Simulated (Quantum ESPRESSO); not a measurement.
CdS (Hawleyite) under changes of volume

One of the cells (24.808 Å³/atom); the others are scaled copies at fixed shape and fractional positions:

```
Cd S
1.0
     0.00000    2.91650    2.91650
     2.91650    0.00000    2.91650
     2.91650    2.91650    0.00000
Cd S
1 1
Cartesian
  0.0000 0.0000 0.0000
  4.3748 4.3748 4.3748
```

| Item | Value |
| --- | --- |
| Program | Quantum ESPRESSO 7.5 |
| Functional | r2SCAN |
| Potentials or basis | SG15 PBE 1.2 |
| Cutoff | 952 eV |
| Density cutoff | 3810 eV |
| k mesh | 6 × 6 × 6 |
| Occupations | fermi-dirac, width 0.05 eV |
| Spin | no spin polarisation |

| volume (Å³/atom) | energy over the lowest point (meV/atom) | pressure (GPa) | gap on the mesh (eV) |
| --- | --- | --- | --- |
| 23.319 | 36.55 | 6.2 | 1.57 |
| 23.815 | ? | ? | ? |
| 24.312 | 8.92 | 2.8 | 1.48 |
| 24.808 | 2.37 | 1.4 | 1.44 |
| 25.304 | 0.00 | 0.1 | 1.39 |
| 25.800 | 1.38 | -1.0 | 1.35 |
| 26.296 | 6.14 | -2.1 | 1.30 |

Q: What does the run at 23.815 Å³/atom give?

A: Energy over the lowest point 20.13 meV/atom; pressure 4.4 GPa; gap on the mesh 1.53 eV.

Worked out: A Birch-Murnaghan fit of order 3 (a polynomial in V^(-2/3)) to the other rows has its minimum at 25.36 Å³/atom with B0 = V·E''(V) = 61 GPa and B' = 4.5. It gives 20.15 meV/atom at 23.815 Å³/atom, against the run's 20.13, and -dE/dV = 4.4 GPa, against 4.4. A straight line through the other rows of the gap, of slope -2.23 eV per unit of ln V (its deformation potential), gives 1.53 eV, against the run's 1.53.

Energies are extrapolated to zero smearing.

Caveats: the potentials were made for another functional, which shifts forces and pressure.

Spin-orbit coupling on Cd is left out.
